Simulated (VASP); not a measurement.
BAs: relaxation of cell and atoms with LDA

The system is BAs.

```
CELL_PARAMETERS angstrom
0.00000 2.38850 2.38850
2.38850 0.00000 2.38850
2.38850 2.38850 0.00000
ATOMIC_POSITIONS crystal
B 0.00000 0.00000 0.00000
As 0.25000 0.25000 0.25000
```

```
Program                : VASP 6.6.1
Task                   : relaxation of cell and atoms
Functional             : LDA
Potentials or basis    : VASP PAW LDA potentials, release 64 (B, As)
Cutoff                 : 600 eV
k mesh                 : 10 × 10 × 10
Occupations            : gaussian, width 0.03 eV
Spin                   : no spin polarisation
Target pressure        : 19.4 GPa
Further INCAR settings : ALGO = Normal; EDIFF = 1e-06; IBRION = 2; EDIFFG = -0.01; NSW = 90; ISIF = 3
Target pressure        : 19.4 GPa
```

The relaxed volume is 11.99 Å³/atom and the relaxed cell is a = 3.237 Å, b = 3.237 Å, c = 3.237 Å, α = 60.00°, β = 60.00°, γ = 60.00°. The space group after relaxing (to 0.05 Å) is F-43m (No. 216) and the energy change on relaxing (the enthalpy is what falls) is +71.4 meV/atom. The ionic steps are 7, the pressure after relaxing is 19.4 GPa and the band gap on the k mesh is 1.00 eV, indirect (least direct gap 3.43 eV).

The path:
| step | energy change (eV) | largest force (eV/Å) | pressure (GPa) | volume (Å³) |
| --- | --- | --- | --- | --- |
| 1 | 0.0000 | 0.0000 | -3.09 | 27.25 |
| 2 | 1.0583 | 0.0000 | 67.89 | 20.38 |
| 3 | 0.1285 | 0.0000 | 18.30 | 24.10 |
| 4 | 0.1406 | 0.0000 | 19.24 | 24.00 |
| 5 | 0.1482 | 0.0000 | 19.81 | 23.94 |
| 6 | 0.1368 | 0.0000 | 18.95 | 24.03 |
| 7 | 0.1428 | 0.0000 | 19.40 | 23.98 |

Final structure:
```yaml
crystal:
  lattice:
    - [0.00000, 2.28878, 2.28878]
    - [2.28878, 0.00000, 2.28878]
    - [2.28878, 2.28878, 0.00000]
  atoms:
    - { symbol: B, position: [0.00000, 0.00000, 0.00000] }
    - { symbol: As, position: [0.25000, 0.25000, 0.25000] }
```

Levels at points of the mesh, in eV from the valence-band top:
| k point | band 1 | band 2 | band 3 | band 4 | band 5 | band 6 | band 7 | band 8 |
| --- | --- | --- | --- | --- | --- | --- | --- | --- |
| (0.00, 0.00, 0.00) | -16.60 | 0.00 | 0.00 | 0.00 | 3.43 | 3.43 | 3.43 | 6.38 |
| (0.50, 0.00, 0.00) | -13.25 | -9.75 | -2.04 | -2.04 | 3.50 | 4.90 | 4.90 | 8.92 |
| (0.50, 0.50, 0.00) | -11.77 | -9.18 | -4.64 | -4.64 | 1.23 | 1.25 | 12.50 | 12.50 |

Run time: 19 s on 1 thread of Intel(R) Xeon(R) 6975P-C (Granite Rapids), with other jobs on the host, peak memory 0.15 GiB.

Caveat: the cell is relaxed towards a set pressure, so the enthalpy falls and the energy may rise. LDA gaps usually lie below the measured ones, often by a third to a half.
